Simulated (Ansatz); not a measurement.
The reference is BaSnO₃ in the cubic perovskite structure (space group Pm-3m, No. 221; a = 4.1219 Å). Axes: x, y, z lie along the cube axes.

Method: Ansatz (an electronic-structure program) PBEsol, scalar-relativistic without spin-orbit coupling.

For the base:

```
Quantity               Result
-------------------  --------
Pressure             0.0 kbar
Band gap              0.86 eV
Smallest direct gap   1.34 eV
```

One thing is altered: biaxial strain +1.13 %, plane normal [001], relaxed out of plane (Cartesian); in-plane vectors clamped, the third vector and the atoms free.

Problem. How does this affect the pressure, band gap and smallest direct gap?

Solution. The pressure (mean of the normal stresses, compression positive) goes from zero to -22.6 kbar; the band gap decreases by 0.201 eV, from 0.86 eV to 0.65 eV; the smallest direct gap falls by 0.20 eV to 1.14 eV.

Gaps are read on the SCF mesh and a high-symmetry path. Stability against distortions was not tested.
